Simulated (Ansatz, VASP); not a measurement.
## ZnSe: VASP beside Ansatz

```
Zn Se
1.0
     0.00000    2.81662    2.81662
     2.81662    0.00000    2.81662
     2.81662    2.81662    0.00000
Zn Se
1 1
Cartesian
  0.0000 0.0000 0.0000
  1.4083 1.4083 1.4083
```

Alike in both runs: functional PBEsol; k mesh 8 × 8 × 8; occupations gaussian, width 0.02 eV; no spin polarisation.

Ansatz relaxed the structure, and its values are those at the end. VASP's run is a single point on that final structure, the one shown.

|  | VASP | Ansatz |
| --- | --- | --- |
| version | VASP 6.6.1 | Ansatz 0.2.0 |
| potentials or method | VASP PAW PBE potentials, release 64 (Zn, Se) | scalar-relativistic, plane waves, PAW |
| plane-wave cutoff (eV) | 520 | 420 |
| valence electrons in the cell | 18 | 28 |

|  | VASP | Ansatz | Ansatz less VASP |
| --- | --- | --- | --- |
| gap on the k mesh at the Fermi level (eV) | 1.24 | 1.24 | -0.004 |
| least direct gap on the mesh (eV) | 1.24 | 1.24 | -0.004 |
| pressure (GPa) | 0.3 | 0.0 | -0.27 |

The two sets of potentials don't hold the same shells in valence.

Caveats: the PAW data sets were made with another functional, which shifts forces and pressure a little (VASP). As with any semilocal functional, this PBEsol gap is likely too small.
